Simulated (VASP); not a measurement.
# HfB2 (P6/mmm) in VASP: a series of runs, part 2 of 2

VASP 6.6.1. The steps go on from the part before.

## 5. Single point, PBEsol

INCAR reads:

```
SYSTEM = HfB2
  PREC = Normal
  ENCUT = 520
  EDIFF = 1E-7
  ISMEAR = 1
  SIGMA = 0.15
  LREAL = .FALSE.
  LASPH = .TRUE.
  NELM = 100
  ALGO = Normal
  ISIF = 2
  LWAVE = .FALSE.
  LCHARG = .FALSE.
  GGA = PS
  NBANDS = 12
  ADDGRID = .FALSE.
```

KPOINTS reads:

```
Automatic mesh
0
G
  15 15 12
  0 0 0
```

POSCAR reads:

```
HfB2
1.0
    3.1400000000      0.0000000000      0.0000000000
   -1.5700000000      2.7193197679      0.0000000000
    0.0000000000      0.0000000000      3.4800000000
Hf B
1 2
Direct
   -0.0142630000      0.0046330000     -0.0059370000
    0.6696320000      0.3380360000      0.4871880000
    0.3055440000      0.6904850000      0.5067950000
```

Potentials or basis: VASP PAW PBE potentials, release 64 (Hf, B).

On the command line:

```
$ cat potpaw_PBE.64/Hf/POTCAR potpaw_PBE.64/B/POTCAR > POTCAR
$ mpirun -np 1 vasp_std > vasp.out
```

OUTCAR:

```text
SYSTEM = HfB2
   PREC = Normal
   ENCUT = 520
   EDIFF = 1E-7
   ISMEAR = 1
   LREAL = .FALSE.
   LASPH = .TRUE.
   NELM = 100
   ISIF = 2
   GGA = PS

 Found   1351 irreducible k-points:

 Following reciprocal coordinates:
            Coordinates               Weight
  0.000000  0.000000  0.000000      1.000000
  0.066667 -0.000000  0.000000      2.000000
  0.000000  0.066667  0.000000      2.000000
 -0.066667  0.066667  0.000000      2.000000
  0.133333  0.000000  0.000000      2.000000
  0.000000  0.133333  0.000000      2.000000
   k-points           NKPTS =   1351   k-points in BZ     NKDIM =   1351   number of bands    NBANDS=     12
   number of dos      NEDOS =    301   number of ions     NIONS =      3
   total plane-waves  NPLWV =   6480
   dimension x,y,z NGX =    18 NGY =   18 NGZ =   20
   dimension x,y,z NGXF=    36 NGYF=   36 NGZF=   40
   ions per type =               1   2
   NGX,Y,Z   is equivalent  to a cutoff of   9.53,  9.53,  9.55 a.u.
   NGXF,Y,Z  is equivalent  to a cutoff of  19.06, 19.06, 19.11 a.u.
 SYSTEM =  HfB2
   PREC   = normal    normal or accurate (medium, high low for compatibility)
   ISTART =      0    job   : 0-new  1-cont  2-samecut
   ICHARG =      2    charge: 1-file 2-atom 10-const
   ISPIN  =      1    spin polarized calculation?
   LNONCOLLINEAR =      F non collinear calculations
   LSORBIT =      F    spin-orbit coupling
   LASPH  =      T    aspherical Exc in radial PAW
   ENCUT  =  520.0 eV  38.22 Ry    6.18 a.u.   5.84  5.84  6.47*2*pi/ulx,y,z
   NELM   =    100;   NELMIN=  2; NELMDL= -5     # of ELM steps
   EDIFF  = 0.1E-06   stopping-criterion for ELM
   LREAL  =      F    real-space projection
   EDIFFG = 0.1E-05   stopping-criterion for IOM
   NSW    =      0    number of steps for IOM
   IBRION =     -1    ionic relax: 0-MD 1-quasi-New 2-CG
   NFREE  =      0    steps in history (QN), initial steepest desc. (CG)
   ISIF   =      2    stress and relaxation
   ISYM   =      2    0-nonsym 1-usesym 2-fastsym
   POTIM  = 0.5000    time-step for ionic-motion
   TEBEG  =    0.0;   TEEND  =   0.0 temperature during run
   PSTRESS=    0.0 pullay stress
   NELECT =      10.0000    total number of electrons
   NUPDOWN=      -1.0000    fix difference up-down
   EMIN   =  10.00;   EMAX   =-10.00  energy-range for DOS
   EFERMI =   0.00;   METHOD = LEGACY
   ISMEAR =     1;   SIGMA  =   0.15  broadening in eV -4-tet -1-fermi 0-gaus
   EFERMI_NEDOS =   21; number of points for ismear=-14 and -15
   IALGO  =     38    algorithm
   IMIX   =      4    mixing-type and parameters
     AMIX     =   0.40;   BMIX     =  1.00
     AMIX_MAG =   1.60;   BMIX_MAG =  1.00
  volume/ion in A,a.u.               =       9.90        66.84
  Fermi-wavevector in a.u.,A,eV,Ry     =   1.138724  2.151876 17.642568  1.296692
  Thomas-Fermi vector in A             =   2.275428
   LORBIT       =      0    0 simple, 1 ext, 2 COOP (PROOUT), +10 PAW based schemes
   GGA     = PS    functional components
   LHFCALC =     F    Hartree Fock is set to
   AEXX    =    0.0000 exact exchange contribution
   IVDW    =     0    specifies the selected vdW correction
   LEPSILON=     F    determine dielectric tensor
   LRPA    =     F    only Hartree local field effects (RPA)
 non-spin polarized calculation
 Methfessel and Paxton  Order N= 1 SIGMA  =   0.15
  energy-cutoff  :      520.00
  volume of cell :       29.71
 maximum number of plane-waves:       820
   NGX = 11   NGY = 11   NGZ = 13

 number of electron      10.0000000 magnetization

 Free energy of the ion-electron system (eV)
  ---------------------------------------------------
  ext. energy  EPLUGINS =         0.00000000
  ---------------------------------------------------
  free energy    TOTEN  =       -27.79666619 eV

  energy without entropy =      -27.79633132  energy(sigma->0) =      -27.79655457

 E-fermi :   7.7943     XC(G=0): -12.4523

 val. band max:        7.7874824997   @ k =   0.2000  -0.4000   0.1667
 cond. band min:       7.7948308076   @ k =   0.2000  -0.4000   0.0833
 fundamental gap:      0.0073483079
 Fermi energy:         7.7943089640

 k-point     1 :       0.0000    0.0000    0.0000
  band No.  band energies     occupation
      1      -5.9028      2.00000
      2       4.3748      2.00000
      3       4.7260      2.00000
      4       5.0458      2.00000
      5       5.5464      2.00000
      6      11.5565      0.00000
      7      11.7182      0.00000
      8      11.9389      0.00000
      9      12.1307      0.00000
     10      12.8339      0.00000
     11      13.1109      0.00000
     12      13.9714      0.00000

 k-point     2 :       0.0667   -0.0000    0.0000
  band No.  band energies     occupation
      1      -5.8122      2.00000
      2       4.1669      2.00000
      3       4.8097      2.00000
      4       4.9823      2.00000
      5       5.4961      2.00000
      6      11.1185      0.00000
      7      11.6280      0.00000
      8      11.9898      0.00000
      9      12.0846      0.00000
     10      12.9296      0.00000
     11      13.4840      0.00000
     12      14.3236      0.00000

 k-point     3 :       0.0000    0.0667    0.0000
  band No.  band energies     occupation
      1      -5.8117      2.00000
      2       4.1909      2.00000
      3       4.8006      2.00000
      4       4.9763      2.00000
      5       5.4746      2.00000
      6      11.0913      0.00000
      7      11.6384      0.00000
      8      12.0028      0.00000
      9      12.1991      0.00000
     10      12.8473      0.00000
     11      13.3896      0.00000
     12      14.4390      0.00000

 k-point     4 :      -0.0667    0.0667    0.0000
  band No.  band energies     occupation
      1      -5.8089      2.00000
      2       4.3743      2.00000
      3       4.8012      2.00000
      4       4.9481      2.00000
      5       5.2290      2.00000
      6      11.2040      0.00000
      7      11.8514      0.00000
      8      11.8753      0.00000
      9      11.9624      0.00000
     10      12.8564      0.00000
     11      13.6684      0.00000
     12      14.4490      0.00000

 k-point     5 :       0.1333    0.0000    0.0000
  band No.  band energies     occupation
      1      -5.5457      2.00000
      2       3.5791      2.00000
      3       4.7633      2.00000
      4       5.0700      2.00000
      5       5.4128      2.00000
      6      10.5081     -0.00000
      7      11.4332      0.00000
      8      11.5424      0.00000
      9      12.0709      0.00000
     10      13.4486      0.00000
     11      14.3620      0.00000
     12      14.9532      0.00000

 k-point     6 :       0.0000    0.1333    0.0000
  band No.  band energies     occupation
      1      -5.5434      2.00000
      2       3.6255      2.00000
      3       4.7444      2.00000
      4       5.0433      2.00000
      5       5.3714      2.00000
      6      10.4538     -0.00000
      7      11.4629      0.00000
      8      11.6515      0.00000
      9      12.1204      0.00000
     10      13.3403      0.00000
     11      14.3527      0.00000
     12      14.9473      0.00000

 [... further k-points ...]

------------------------ aborting loop because EDIFF is reached ----------------------------------------

  FORCE on cell =-STRESS in cart. coord.  units (eV):
  Direction    XX          YY          ZZ          XY          YZ          ZX
  --------------------------------------------------------------------------------------
  -------------------------------------------------------------------------------------
  Total       -0.0950833     -0.4655649     -0.8226081     -0.2366416      0.0502597     -0.0790849
  in kB       -5.1267914    -25.1027715    -44.3541621    -12.7594671      2.7099522     -4.2641728
  external PRESSURE =     -24.8612416 kB  Pullay stress =       0.0000000 kB

 VOLUME and BASIS-vectors are now :
 -----------------------------------------------------------------------------
  energy-cutoff  :      520.00
  volume of cell :       29.71
      direct lattice vectors                 reciprocal lattice vectors
     3.140000000  0.000000000  0.000000000     0.318471338  0.183869512  0.000000000
    -1.570000000  2.719319768  0.000000000     0.000000000  0.367739025  0.000000000
     0.000000000  0.000000000  3.480000000     0.000000000  0.000000000  0.287356322

 POSITION                                       TOTAL-FORCE (eV/Angst)
 -----------------------------------------------------------------------------------
      3.08794      0.01260      3.45934        -0.167909      0.367965      0.164919
      1.57193      0.91923      1.69541        -1.391336      0.300003      0.311147
     -0.12465      1.87765      1.76365         1.559244     -0.667968     -0.476066
 -----------------------------------------------------------------------------------
    total drift:                               -0.000001      0.000004     -0.000015

  FREE ENERGIE OF THE ION-ELECTRON SYSTEM (eV)
  ---------------------------------------------------
  free  energy   TOTEN  =       -27.7966661907 eV

  energy  without entropy=      -27.7963313201  energy(sigma->0) =      -27.79655457
```

It took 1.8 min on 1 thread of Intel Xeon Platinum 8559C (Emerald Rapids), shared host; peak memory 0.58 GiB.

The run converged, but some of its settings lie outside the range that counts as converged, so its numbers aren't taken as properties of the crystal.

What came out:

```
Free energy            : -27.7967 eV
Pressure               : -2.5 GPa
Largest force          : 1.762 eV/Å
Band gap on the k mesh : none (metal or under the smearing width)
```

Caveat: the PAW data sets were made with another functional, which shifts forces and pressure a little.

## 6. Single point, PBEsol

INCAR: that of step 5 with these lines changed.

```diff
@@ -1,3 +1,3 @@
 SYSTEM = HfB2
-  PREC = Normal
+  PREC = Accurate
   ENCUT = 520
@@ -6,3 +6,3 @@
   SIGMA = 0.15
-  LREAL = .FALSE.
+  LREAL = Auto
   LASPH = .TRUE.
```

KPOINTS is that of step 5.

POSCAR reads:

```
HfB2
1.0
    3.1400000000      0.0000000000      0.0000000000
   -1.5700000000      2.7193197679      0.0000000000
    0.0000000000      0.0000000000      3.4800000000
Hf B
1 2
Direct
    0.0000000000      0.0000000000      0.0000000000
    0.6666666667      0.3333333333      0.5000000000
    0.3333333333      0.6666666667      0.5000000000
```

Potentials or basis: VASP PAW PBE potentials, release 64 (Hf, B).

On the command line:

```
$ cat potpaw_PBE.64/Hf/POTCAR potpaw_PBE.64/B/POTCAR > POTCAR
$ mpirun -np 1 vasp_std > vasp.out
```

It took 48 s on 1 thread of Intel Xeon Platinum 8559C (Emerald Rapids), shared host; peak memory 0.17 GiB.

The run converged, but some of its settings lie outside the range that counts as converged, so its numbers aren't taken as properties of the crystal.

What came out:

* Free energy: -27.9294 eV
* Pressure: -4.2 GPa
* Band gap on the k mesh: none (metal or under the smearing width)

Caveat: the PAW data sets were made with another functional, which shifts forces and pressure a little.
